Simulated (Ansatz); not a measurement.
Input of an Ansatz 0.2.0 run:

input.yaml

```yaml
crystal:
  lattice:
    - [0.0, 3.2333428, 3.2333428]
    - [3.2333428, 0.0, 3.2333428]
    - [3.2333428, 3.2333428, 0.0]
  atoms:
    - { symbol: Sn, position: [0.75, 0.75, 0.75] }
    - { symbol: Sn, position: [0.5, 0.5, 0.5] }
kpoints:
  mp_grid: { grid: [5, 5, 5] }
scf:
  occupations: { method: fermi_dirac, width: 0.05 }
hamiltonian:
  xc: pbesol
  pseudopotentials: { kind: all_electron, lapw: { basis_error: 0.001 } }
output:
  forces: true
  stress: true
elastic:
  mode: relaxed_ion
  stencil: two_point
```

Potentials or basis: all-electron LAPW, scalar-relativistic.

Launch:

```sh
$ ansatz run input.yaml --threads 1 --pin off --max-ram 3072MiB --backend cpu --events-out ev --progress --plain --runs-dir out
```

Question: Predict the elastic constants C11, C12, C44.

Answer: 70, 40, 8 GPa.

Question: What does it give for the Voigt bulk modulus?

Answer: 50 GPa.

Question: What does it give for the band gap on the k mesh?

Answer: None (metal or under the smearing width).

Question: Estimate the pressure.

Answer: 1.8 GPa.

Elastic tensor in Voigt notation (GPa, in the Cartesian axes of the cell as first typed):
```
70 40 40  0  0  0
40 70 40  0  0  0
40 40 70  0  0  0
 0  0  0  8  0  0
 0  0  0  0  8  0
 0  0  0  0  0  8
```

Caveat: a metal's response needs a denser mesh; elastic constants of metals need much finer meshes, so these are rough.
